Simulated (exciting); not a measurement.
Se under changes of volume

One of the cells (27.261 Å³/atom); the others are scaled copies at fixed shape and fractional positions:

```
Se
1.0
     4.36620    0.00000    0.00000
    -2.18310    3.78124    0.00000
     0.00000    0.00000    4.95360
Se
3
Direct
  0.77460 0.77460 0.00000
  0.00000 0.22540 0.66667
  0.22540 0.00000 0.33333
```

| Quantity | Value |
| --- | --- |
| Program | exciting (release sodium) |
| Functional | PBE |
| Potentials or basis | all-electron LAPW+lo, shipped species files, valence relativity iora* |
| rgkmax | 7.5 |
| k mesh | 7 × 7 × 6 |
| Occupations | fermi-dirac, width 0.05 eV |
| Spin | no spin polarisation |

```csv
volume (Å³/atom),energy over the lowest point (meV/atom),gap on the mesh (eV)
25.625,60.97,1.16
26.170,39.28,1.18
26.716,22.74,1.20
27.261,11.33,1.22
27.806,3.96,1.20
28.351,0.00,1.18
28.896,?,?
```

Question: What does the run at 28.896 Å³/atom give?

Answer: Energy over the lowest point 0.53 meV/atom; gap on the mesh 1.16 eV.

Worked out: A Birch-Murnaghan fit of order 3 (a polynomial in V^(-2/3)) to the other rows has its minimum at 28.79 Å³/atom, just outside them, with B0 = V·E''(V) = 42 GPa and B' = 7.2 at fixed shape and positions, which overstates the stiffness. It gives -0.82 meV/atom at 28.896 Å³/atom, against the run's 0.53. A parabola through the other rows of the gap, of slope -1.89 eV per unit of ln V there, extrapolates to 1.15 eV, against the run's 1.16.

Energies are extrapolated to zero smearing.

Caveats: rgkmax is low for these elements, so energy differences scatter by about 1 meV per atom; an odd mesh through Γ misses points on the zone boundary, where band edges often lie. Spin-orbit coupling on Se is left out.
